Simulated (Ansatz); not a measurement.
Crystal: HgTe (Coloradoite).

```
CELL_PARAMETERS angstrom
0.00000 3.21450 3.21450
3.21450 0.00000 3.21450
3.21450 3.21450 0.00000
ATOMIC_POSITIONS crystal
Hg 0.00000 0.00000 0.00000
Te 0.75000 0.75000 0.75000
```

Below is the output of Ansatz 0.2.0 for this cell. Logs are shortened: lines on timing, memory, paths and dates and some standing lists are left out, and cuts for length are marked.

```text
Warning: RAYON_NUM_THREADS=2 ignored (pool sized by the plan → 2); use --threads N
scf.n_extra_bands = 6 over 18 filled bands (N_el = 36.0): the run solves 24 bands
Engine: ansatz 0.2.0, x86_64-unknown-linux-gnu
Pseudopotentials: kind: paw
Pseudopotential: Hg, paw, valence charge 20, recommended cutoff 420 eV (normal), Hg.paw.azcp
Pseudopotential: Te, paw, valence charge 16, recommended cutoff 420 eV (normal), Te.paw.azcp
Functional definition: unnamed
  exchange = slater_x
  correlation = vwn5_c
Crystal: 2 atoms, lattice volume = 66.431 Å³
Basis set: ecut = 420 eV, 1291 PW (Γ)
Bands: 24, of which v1, the nominal top of the filled ones, is band 18 counted from 1 (17 counted from 0)
Symmetry: 24 space group operations
Space group: F-43m (ITA 216), of the structure as read, at distance tolerance 4.1e-5 Å
k-points: 20 of 343 (time reversal used)
Non-local potential: Hg, projectors of the file, l = 0: 3, l = 1: 2, l = 2: 2, l = 3: 1
Non-local potential: Te, projectors of the file, l = 0: 2, l = 1: 2, l = 2: 2, l = 3: 2
PAW form: soft (Blöchl's): semilocal exchange-correlation on the pseudo side does not see the compensation charge
PAW frozen core: Hg, regenerated for the run's functional, and the local potential with it (the file was generated under x = pbe(κ = 0.804, μ = 0.2195149727645171), c = pbe(β = 0.06672455060314922))
PAW frozen core: Te, regenerated for the run's functional, and the local potential with it (the file was generated under x = pbe(κ = 0.804, μ = 0.2195149727645171), c = pbe(β = 0.06672455060314922))
PAW one-centre angular grid: Hg, 590 points (default); XC on 64 Gauss nodes
PAW one-centre angular grid: Te, 590 points (default); XC on 64 Gauss nodes
Initial density: superposition of atomic densities (neutral atoms: chi_scale 0, normalization atom), corrected by the library's trained network
Initial wavefunctions: pseudopotential atomic-orbital guess
Functional: x = slater, c = vwn5
SCF iter   1: F=—  HF=-20351.380914 eV  |F-HF|=—  |Δ(HF+E_count)|=         —  Δρ=4.41e-3  dr2=8.15e-3  ethr=1.77e-3  ⟨swp⟩=6.0  Hψ=2292  notcnv=0  defer=3
preconditioner: auto → none  [insulator: Δε(μ)=0.570 eV  Ē_g=12.030 eV  σ=0.050 eV  W_gap=0.69  n_scr=14 (ndim 8)  ℏωp=19.3 eV  f_vac=0.179  D(μ)=0.08/eV (n_scr^D=0)  ε∞_Penn≈3.6]
SCF iter   2: F=—  HF=-20351.378098 eV  |F-HF|=—  |Δ(HF+E_count)|=   2.82e-3  Δρ=1.87e-3  dr2=8.03e-4  ethr=2.26e-5  ⟨swp⟩=2.0  Hψ=998  notcnv=0  defer=22
SCF iter   3: F=—  HF=-20351.378121 eV  |F-HF|=—  |Δ(HF+E_count)|=   2.30e-5  Δρ=6.52e-4  dr2=1.08e-4  ethr=2.23e-6  ⟨swp⟩=1.0  Hψ=454  notcnv=0  defer=22
SCF iter   4: F=—  HF=-20351.378127 eV  |F-HF|=—  |Δ(HF+E_count)|=   6.53e-6  Δρ=5.68e-5  dr2=2.71e-6  ethr=2.99e-7  ⟨swp⟩=1.1  Hψ=456  notcnv=0  defer=22
SCF iter   5: F=—  HF=-20351.378131 eV  |F-HF|=—  |Δ(HF+E_count)|=   3.23e-6  Δρ=1.60e-5  dr2=1.48e-7  ethr=7.52e-9  ⟨swp⟩=2.0  Hψ=618  notcnv=0  defer=22
SCF iter   6: F=-20351.378131 eV  HF=-20351.378131 eV  |F-HF|=1.04e-9  |Δ(HF+E_count)|=   2.42e-8  Δρ=3.65e-6  dr2=5.00e-9  ethr=2.78e-10  ⟨swp⟩=9.2  Hψ=2195  notcnv=0
SCF 1 converged in 6 iterations: F = -20351.378131 eV  dr2 = 5.00e-9
  greatest PAW one-centre occupation: 1.000 electrons in one spin orbital (limit 2), on the Hg atom at site 0 (counted from 0), in its partial waves of l = 0
NSCF: frozen V_eff on 142 k-points
SCF converged after 6 iterations
Free energy (F): -20351.378131 eV
Harris-Foulkes:  -20351.378131 eV  (|F-HF|=1.04e-9)
Internal energy: -20351.377446 eV  (E = F + TS)
E sigma→0 (E₀):  -20351.377788 eV
Entropy (-TS):   -0.000685 eV (-0.342 meV/atom)
Fermi energy:    8.704763 eV
--- Per-component energies (eV) ---
  E_band       = -776.458903
  E_kinetic    = 786.216281
  E_local      = -4782.533612  (includes V_loc(G=0)·N_el)
  E_nonlocal   = -224.438888
  E_hartree    = 2320.622643
  E_xc         = -342.968771
  E_vxc        = -367.091513  (∫ρ·V_xc dr)
  E_paw        = -14166.476416  (= ΣΔE_a)
  E_vpaw       = -829.860788  (= ΣTr[D̂ρ^β])
  E_aug_tail   = 0.000658  (compensation charges beyond the density's cutoff)
  E_ewald      = -3943.057611
  E_core_change = 1.258270  (= ΣΔE_core)
  E_smearing   = -0.000685  (= −TS)
  E_closure    = 0.000000  (closes the sum)
  Σ components = -20351.378131   (vs F -20351.378131, Δ=0.00e0)
--- Forces (eV/Å), atoms counted from 1 ---
  atom   1  Hg    -0.00000000     0.00000000     0.00000000
  atom   2  Te     0.00000000    -0.00000000    -0.00000000
  max |Σ_I F_I| component: 9.95e-17 eV/Å
--- Stress (GPa, compression-positive) ---
        0.126644       0.000000      -0.000000
       -0.000000       0.126644       0.000000
       -0.000000       0.000000       0.126644
  P = ⅓ Tr σ = 0.1266 GPa (1.266 kbar)
--- Band table (eV; the first three rows and the last of 20) ---
  k-point 0: bands = ["-106.4884", "-54.7914", "-54.7914", "-54.7914", "-28.0510", "-28.0510", "-28.0510", "-28.0412", "-28.0412", "-3.5289", "1.2263", "1.2263", "1.2263", "1.7798", "1.7798", "7.7777", "8.6644", "8.6644", "8.6644", "12.8258", "12.8258", "12.8258", "14.8782", "18.3580"]
  k-point 1: bands = ["-106.4884", "-54.7914", "-54.7914", "-54.7914", "-28.0511", "-28.0510", "-28.0510", "-28.0412", "-28.0412", "-3.4258", "1.2549", "1.2549", "1.2620", "1.7769", "1.7769", "6.4994", "8.4324", "8.4324", "9.3158", "12.7334", "13.1258", "13.1258", "16.0444", "17.3236"]
  k-point 2: bands = ["-106.4884", "-54.7915", "-54.7914", "-54.7914", "-28.0513", "-28.0509", "-28.0509", "-28.0411", "-28.0411", "-3.1796", "1.3129", "1.3129", "1.4449", "1.7807", "1.7807", "4.7591", "7.9896", "7.9896", "9.3940", "13.5525", "13.5525", "13.8095", "16.1056", "17.2850"]
  k-point 19: bands = ["-106.4884", "-54.7915", "-54.7915", "-54.7915", "-28.0514", "-28.0510", "-28.0505", "-28.0411", "-28.0408", "-2.7429", "1.4383", "1.4991", "1.7067", "1.7638", "2.3413", "3.0617", "5.6823", "6.4273", "11.4362", "12.9782", "14.2274", "15.1287", "17.2808", "18.7720"]
```

Question: Write the input and the command behind it.

Answer: Band structure with SVWN5, no spin polarisation. The files as run (others can give the same):

input.yaml
```yaml
crystal:
  lattice:
    - [0.0, 3.2145, 3.2145]
    - [3.2145, 0.0, 3.2145]
    - [3.2145, 3.2145, 0.0]
  atoms:
    - { symbol: Hg, position: [0.0, 0.0, 0.0] }
    - { symbol: Te, position: [0.75, 0.75, 0.75] }
hamiltonian:
  xc: { exchange: slater, correlation: vwn5 }
  pseudopotentials: { kind: paw }
kpoints:
  mp_grid: { grid: [7, 7, 7] }
  band_path:
    path:
      - [[0.0, 0.0, 0.0], [0.5, 0.0, 0.5], [0.5, 0.25, 0.75], [0.375, 0.375, 0.75], [0.0, 0.0, 0.0], [0.5, 0.5, 0.5], [0.625, 0.25, 0.625], [0.5, 0.25, 0.75], [0.5, 0.5, 0.5], [0.375, 0.375, 0.75]]
      - [[0.625, 0.25, 0.625], [0.5, 0.0, 0.5]]
    npoints: 14
scf:
  occupations: { method: fermi_dirac, width: 0.05 }
  n_extra_bands: 6
output:
  forces: true
  stress: true
  eigenvalues: true
  fatbands: true
```

Potentials or basis: Ansatz PAW.
Run with:
```console
$ ansatz run input.yaml --threads 2 --pin off --max-ram 5120MiB --backend cpu --events-out ev --progress --plain --runs-dir out
```

Caveat: spin-orbit coupling is left out, which moves the levels of the heavy elements; the PAW data sets come from PBE, with cores solved anew for the run's functional, which leaves a small shift of forces and pressure.
